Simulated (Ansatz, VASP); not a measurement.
Two plane-wave programs on GaP

```
CELL_PARAMETERS angstrom
0.00000 2.77870 2.77870
2.77870 0.00000 2.77870
2.77870 2.77870 0.00000
ATOMIC_POSITIONS crystal
Ga 0.00000 0.00000 0.00000
P 0.25000 0.25000 0.25000
```

Alike in both runs: task single point; functional r2SCAN; k mesh 6 × 6 × 6; no spin polarisation.

|  | VASP | Ansatz |
| --- | --- | --- |
| version | VASP 6.6.1 | Ansatz 0.2.0 |
| potentials or method | VASP PAW PBE potentials, release 64 (Ga_d, P) | plane waves, PAW |
| plane-wave cutoff (eV) | 520 | 600 |
| occupations | gaussian, width 0.01 eV | fixed |
| valence electrons in the cell | 18 | 18 |

|  | VASP | Ansatz | Ansatz less VASP |
| --- | --- | --- | --- |
| pressure (GPa) | -4.5 | -4.5 | +0.01 |

Caveats: the PAW data sets were made with another functional, which shifts forces and pressure a little (VASP). r2SCAN opens gaps a little over a GGA but as a rule still falls short of measured ones. A k mesh can miss the band edges.
